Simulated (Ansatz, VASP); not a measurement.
# One calculation of TiC, two programs

```xyz
2
Lattice="0.0000 2.2064 2.2064 2.2064 0.0000 2.2064 2.2064 2.2064 0.0000" Properties=species:S:1:pos:R:3 pbc="T T T"
Ti    0.0000    0.0000    0.0000
C     2.2064    2.2064    2.2064
```

Change from the starting cell: volume scaled by 1.06.

Alike in both runs: task single point; functional PBE; k mesh 16 × 16 × 16; occupations fermi-dirac, width 0.03 eV; no spin polarisation.

|  | VASP | Ansatz |
| --- | --- | --- |
| version | VASP 6.6.1 | Ansatz 0.2.0 |
| potentials or method | VASP PAW PBE potentials, release 64 (Ti_sv, C), cutoff 520 eV | all-electron LAPW, scalar-relativistic |

Ansatz gave:

| Quantity | Value |
| --- | --- |
| pressure (GPa) | -12.3 |

Q: Estimate VASP's values.

A: Pressure (GPa): -12.1.

Ansatz ran all-electron here, so the differences hold the error of VASP's frozen core and of both bases.
